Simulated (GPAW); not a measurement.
# Se (Cmcm) in GPAW: reference runs

Reference runs on Se: the cell as given and a disturbed copy.

Program: GPAW 26.7.0. These are calculated values, not measurements. Logs are shortened: lines on timing, memory, paths and dates and some standing lists are left out, and cuts for length are marked. The log counts tension as positive stress, the text compression.

**1. The structure**

Symmetry: Cmcm, No. 63, orthorhombic system. The conventional cell has a = 2.789 Å, b = 8.078 Å, c = 4.613 Å, α = 90.00°, β = 90.00°, γ = 90.00°. Se (site symmetry m2m) has 4 Se at 2.53 to 2.79 Å as nearest neighbours.

This isn't the form of Se at room conditions, which is trigonal, of chains.

**2. Single point, PBE**

Contents of run.py:

```python
from ase import Atoms
from ase.dft.bandgap import bandgap
from ase.io import write
from ase.units import GPa
from gpaw import GPAW, PW

atoms = Atoms(['Se', 'Se'],
              cell=[[1.39426943, -4.039002765, 0.0],
                    [1.39426943, 4.039002765, 0.0],
                    [0.0, 0.0, 4.6134314]],
              scaled_positions=[[0.06434468, 0.93565532, 0.25],
                                [0.93565532, 0.06434468, 0.75]],
              pbc=True)

calc = GPAW(mode=PW(600),
            xc='PBE',
            kpts={'size': (10, 10, 6), 'gamma': True},
            occupations={'name': 'fermi-dirac', 'width': 0.05},
            nbands=14,
            convergence={'density': 1e-05, 'energy': 1e-05},
            maxiter=150,
            txt='gpaw.txt')
atoms.calc = calc
energy = atoms.get_potential_energy()
forces = atoms.get_forces()
stress = atoms.get_stress()
calc.write('gs.gpw')
write('result.traj', atoms)
print(f'Energy: {energy:.6f} eV')
print('Forces (eV/A):')
print(forces.round(4))
print('Stress (GPa):', (stress / GPa).round(3))
print('Fermi level:', round(calc.get_fermi_level(), 4), 'eV')
print(f'Gap: {bandgap(calc)[0]:.4f} eV, direct: {bandgap(calc, direct=True)[0]:.4f} eV')
```

Potentials or basis: GPAW PAW data sets (gpaw-data 1.2.1), pw.

Run with:

```console
$ OMP_NUM_THREADS=1 python run.py
```

gpaw.txt:

```text
__  _  _
 | _ |_)|_||  |
 |__||  | ||/\| - 26.7.0

Input parameters:
  mode=PW(ecut=600.0),
  convergence={'density': 1e-05, 'energy': 1e-05},
  kpts=MonkhorstPack(size=(10, 10, 6), gamma=True),
  maxiter=150,
  nbands=14,
  occupations=Occupations(name='fermi-dirac', width=0.05),
  xc=XC(name='PBE')

Diagonalizing LCAO Hamiltonian
Converting LCAO to pw mode

            Se
       Se

Atoms  # Å, Bohr magnetons
|   | symbol |        x |         y |        z |    initial magnetic moments |
|---|--------|----------|-----------|----------|-----------------------------|
| 0 |     Se | 1.394269 |  3.519226 | 1.153358 | ( 0.0000,  0.0000,  0.0000) |
| 1 |     Se | 1.394269 | -3.519226 | 3.460074 | ( 0.0000,  0.0000,  0.0000) |

Unit cell  # Å
| periodic |        x |         y |        z |  lengths |     angles |
|----------|----------|-----------|----------|----------|------------|
|      yes | 1.394269 | -4.039003 | 0.000000 | 4.272883 |  90.000000 |
|      yes | 1.394269 |  4.039003 | 0.000000 | 4.272883 |  90.000000 |
|      yes | 0.000000 |  0.000000 | 4.613431 | 4.613431 | 141.910508 |

Number of symmetries: 4
Symmetry operations  # r_c * U_cc + t_c -> r_c
|   | kind |            matrix            |
|---|------|------------------------------|
| 0 |  E   |  1, 0, 0,  0, 1, 0,  0, 0, 1 |
| 1 |  C2  |  0, 1, 0,  1, 0, 0,  0, 0,-1 |
| 2 |  σ   |  0,-1, 0, -1, 0, 0,  0, 0, 1 |
| 3 |  i   | -1, 0, 0,  0,-1, 0,  0, 0,-1 |

BZ-sampling:
  Number of BZ points: 600
  Number of IBZ points: 172

  Monkhorst-Pack size: [10, 10, 6]
  Monkhorst-Pack shift: [0.05, 0.05, 0.08333333333333333]

K-points  # in reciprocal-cell coordinates
|     |                                coordinates |     weight |
|-----|--------------------------------------------|------------|
|   0 | (  0.00000000,   0.00000000,   0.00000000) | 0.00166667 |
|   1 | (  0.00000000,   0.00000000,   0.16666667) | 0.00333333 |
|   2 | (  0.00000000,   0.00000000,   0.33333333) | 0.00333333 |
|   3 | (  0.00000000,   0.00000000,   0.50000000) | 0.00166667 |
|   4 | (  0.10000000,  -0.10000000,  -0.33333333) | 0.00333333 |
|   5 | (  0.10000000,  -0.10000000,  -0.16666667) | 0.00333333 |
|   6 | (  0.10000000,  -0.10000000,   0.00000000) | 0.00333333 |
|   7 | (  0.10000000,  -0.10000000,   0.16666667) | 0.00333333 |
|   8 | (  0.10000000,  -0.10000000,   0.33333333) | 0.00333333 |
|   9 | (  0.10000000,  -0.10000000,   0.50000000) | 0.00333333 |
| ... |                                            |            |
| 171 | (  0.50000000,   0.50000000,   0.50000000) | 0.00166667 |

Plane wave coefficients: 1763
Cutoff: 600.0 eV

Spin-components: 1 (collinear spins)
Bands:           14
Projectors:      10
Spin-degeneracy: 2
Datatype:        complex128

Parallelization:
  kpt:    1
  domain: 1
  band:   1

Density:
  Valence electrons: 12.0
  Components: 1
  Grid points: [25 25 27]
  Charge: 0.0  # |e|

Potential:
  Grid points: [25 25 27]

species:
  Se:
    name:    Selenium
    Z:       34.0
    valence: 6
    core:    28
    charge:  0.0  # [|e|]
    compensation charges:
      type: gauss
      rc: 0.27  # [Å]
      lmax: 2
    cutoffs:
      filter: 1.77  # [Å]
      core: 2.67  # [Å]
    projectors
    | kind |    occ | energy [eV] | rcut [Å] |
    |------|--------|-------------|----------|
    |   4s |  2.000 |     -17.277 |    0.847 |
    |   4p |  4.000 |      -6.512 |    1.005 |
    |    s |        |       9.935 |    0.847 |
    |    p |        |      20.699 |    1.005 |
    |    d |        |       0.000 |    0.847 |

    Using partial waves for Se as LCAO basis

Reference energy: -132207.064261  # eV

eigensolver:
  PPCG
  Converge bands: occupied
  niter=2

density mixing:
  MSR1-Mixer
  Pratt-step length: 0.05
  Maximum mixing coefficient: 0.75
  Old densities: 10
  SVD Regularization: 0.005
  Good broyden scale: 1.0
  Trust region scale: 1.0
  Backstep threshold: 4.0
  History deletion threshold: 6.0
  Fourier metric: weight=20.0, sigma=0.015

occupation numbers:
  Fermi-Dirac:
    width: 0.0500  # eV

poisson solver:
  ecut: 4800.0  # eV

xc functional:
  name: PBE with 2 nearest neighbor stencil

convergence criteria:
- Maximum integral of absolute [dens]ity change: 1e-05 electrons / valence electron
- Maximum [total energy] change in last 3 cyles: 1e-05 eV / valence electron
- Maximum integral of absolute [eigenst]ate change: 4e-08 eV^2 / valence electron
maximum number of iterations: 150

SCF iterations
|iter     | |      energy | eigst |  dens |
|---------|-|-------------|-------|-------|
|iter:   1| |   -6.701793 | -0.37 |       |
|iter:   2| |   -6.703111 | -2.38 | -1.24 |
|iter:   3| |   -6.679530 | -2.97 | -1.27 |
|iter:   4| |   -6.678972 | -3.97 | -1.81 |
|iter:   5| |   -6.679058 | -4.94 | -2.54 |
|iter:   6| |   -6.679071c| -6.13 | -3.15 |
|iter:   7| |   -6.679072c| -7.32 | -3.81 |
|iter:   8| |   -6.679072c| -7.69c| -4.66 |
|iter:   9| |   -6.679072c| -8.46c| -5.24c|

Converged in 9 steps
Energy contributions relative to reference atoms: (reference = -132207.064261)

Energy contributions:
  Kinetic:           9.397859
  Coulomb:          -9.313631
  Zero:             -0.009212
  External:          0.000000
  Xc:               -6.751002
  Entropy:          -0.006171
  Spinorbit:         0.000000
  ----------------------------
  Free energy:      -6.682158
  Extrapolated:     -6.679072

dipole moment: (0.000021, -0.000000, 0.000034)  # |e|*Ang

Fermi level: 5.271
Eigenvalues  # (at kpt = [0.000, 0.000, 0.000])
| band index |      eig [eV] | occ [0-2] |
|------------|---------------|-----------|
|          0 |       -10.805 |     2.000 |
|          1 |        -6.830 |     2.000 |
|          2 |        -1.431 |     2.000 |
|          3 |         2.788 |     2.000 |
|          4 |         2.962 |     2.000 |
|          5 |         7.161 |     0.000 |
|          6 |         7.515 |     0.000 |
|          7 |         9.531 |     0.000 |
|          8 |        10.626 |     0.000 |
|          9 |        12.020 |     0.000 |
|         10 |        14.079 |     0.000 |
|         11 |        14.161 |     0.000 |
|         12 |        18.038 |     0.000 |
|         13 |        19.607 |     0.000 |

No gap
No difference between direct/indirect transitions

Forces  # eV/Ang
|       x |        y |        z |
|---------|----------|----------|
| 0.00000 |  0.03748 | -0.00003 |  # Se   0
| 0.00000 | -0.03748 |  0.00003 |  # Se   1

Stress tensor  # eV/Ang^3
|         x |         y |         z |
|-----------|-----------|-----------|
| -0.002048 |  0.000000 |  0.000000 |
|  0.000000 | -0.005672 |  0.000000 |
|  0.000000 |  0.000000 | -0.019454 |

# Writing to gs.gpw (mode='')
```

Run time: 39 s. Hardware: 1 thread of AMD EPYC 9B14 (Zen 4), shared host; peak memory 0.26 GiB.

What came out:

| Item | Value |
| --- | --- |
| Free energy | -6.6822 eV |
| Pressure | 1.5 GPa |
| Largest force | 0.037 eV/Å |
| Band gap on the k mesh | none (metal or under the smearing width) |

Forces on the atoms (eV/Å):
```
Se   0.000  0.037  0.000
Se   0.000 -0.037  0.000
```

Stress tensor (GPa, compression positive):
```
0.33 0.00 0.00
0.00 0.91 0.00
0.00 0.00 3.12
```

Levels at points of the mesh, in eV from the Fermi level:
| k point | band 4 | band 5 | band 6 | band 7 | band 8 | band 9 |
| --- | --- | --- | --- | --- | --- | --- |
| (0.00, 0.00, 0.00) | -2.48 | -2.31 | 1.89 | 2.24 | 4.26 | 5.36 |
| (0.00, 0.00, 0.50) | -3.88 | 0.09 | 0.09 | 2.93 | 2.93 | 4.78 |
| (0.50, 0.00, 0.00) | -4.82 | -3.73 | -1.33 | -0.51 | 3.11 | 4.84 |
| (0.50, 0.00, 0.50) | -5.53 | -2.69 | -2.69 | 2.22 | 2.22 | 5.19 |
| (0.50, 0.50, 0.00) | -4.40 | -2.26 | 0.57 | 1.70 | 4.36 | 8.34 |
| (0.50, 0.50, 0.50) | -5.41 | 0.80 | 0.80 | 2.82 | 2.82 | 7.90 |

Caveat: the program warned that so skewed a cell can give wrong results.

**3. Single point, PBE (atoms moved at random, drawn with an rms of 0.05 Å)**

Changes to run.py since step 2:

```diff
@@ -1,4 +1,3 @@
-from ase import Atoms
 from ase.dft.bandgap import bandgap
-from ase.io import write
+from ase.io import read, write
 from ase.units import GPa
@@ -6,9 +5,3 @@
 
-atoms = Atoms(['Se', 'Se'],
-              cell=[[1.39426943, -4.039002765, 0.0],
-                    [1.39426943, 4.039002765, 0.0],
-                    [0.0, 0.0, 4.6134314]],
-              scaled_positions=[[0.06434468, 0.93565532, 0.25],
-                                [0.93565532, 0.06434468, 0.75]],
-              pbc=True)
+atoms = read('POSCAR')
```

Contents of POSCAR:

```
Se
1.0
    1.3942694300     -4.0390027650      0.0000000000
    1.3942694300      4.0390027650      0.0000000000
    0.0000000000      0.0000000000      4.6134314000
Se
2
Direct
    0.0583560000      0.9301450000      0.2497010000
    0.9236770000      0.0581020000      0.7317360000
```

Potentials or basis: GPAW PAW data sets (gpaw-data 1.2.1), pw.

Run with:

```console
$ OMP_NUM_THREADS=1 python run.py
```

It took 72 s on 1 thread of AMD EPYC 9B14 (Zen 4), shared host; peak memory 0.35 GiB.

The run converged. Its results:

```
Free energy            : -6.6736 eV
Pressure               : 1.4 GPa
Largest force          : 0.185 eV/Å
Band gap on the k mesh : none (metal or under the smearing width)
```

Forces on the atoms (eV/Å):
```
Se  -0.014  0.087 -0.163
Se   0.014 -0.087  0.163
```

Stress tensor (GPa, compression positive):
```
0.11 0.05 0.02
0.05 0.74 0.41
0.02 0.41 3.45
```

Levels at points of the mesh, in eV from the Fermi level:
| k point | band 2 | band 3 | band 4 | band 5 | band 6 | band 7 | band 8 | band 9 | band 10 |
| --- | --- | --- | --- | --- | --- | --- | --- | --- | --- |
| (0.00, 0.00, 0.00) | -12.13 | -6.65 | -2.55 | -2.29 | 1.88 | 2.19 | 4.23 | 5.38 | 6.64 |
| (0.00, 0.00, 0.50) | -14.33 | -4.00 | -3.84 | -0.12 | 0.24 | 2.72 | 3.12 | 4.77 | 4.90 |
| (0.00, 0.50, 0.00) | -9.93 | -6.77 | -4.76 | -3.76 | -1.32 | -0.56 | 3.07 | 4.84 | 5.71 |
| (0.00, 0.50, 0.50) | -12.03 | -5.73 | -5.33 | -2.78 | -2.68 | 1.98 | 2.42 | 5.13 | 5.27 |
| (0.50, 0.00, 0.00) | -9.93 | -6.76 | -4.76 | -3.76 | -1.33 | -0.55 | 3.03 | 4.89 | 5.68 |
| (0.50, 0.00, 0.50) | -12.03 | -5.74 | -5.34 | -2.78 | -2.68 | 2.01 | 2.45 | 5.10 | 5.23 |
| (0.50, 0.50, 0.00) | -12.36 | -6.34 | -4.39 | -2.29 | 0.49 | 1.69 | 4.34 | 8.33 | 10.62 |
| (0.50, 0.50, 0.50) | -14.15 | -5.47 | -5.44 | 0.62 | 1.06 | 2.60 | 3.03 | 7.63 | 8.08 |

Caveat: the program warned that so skewed a cell can give wrong results.
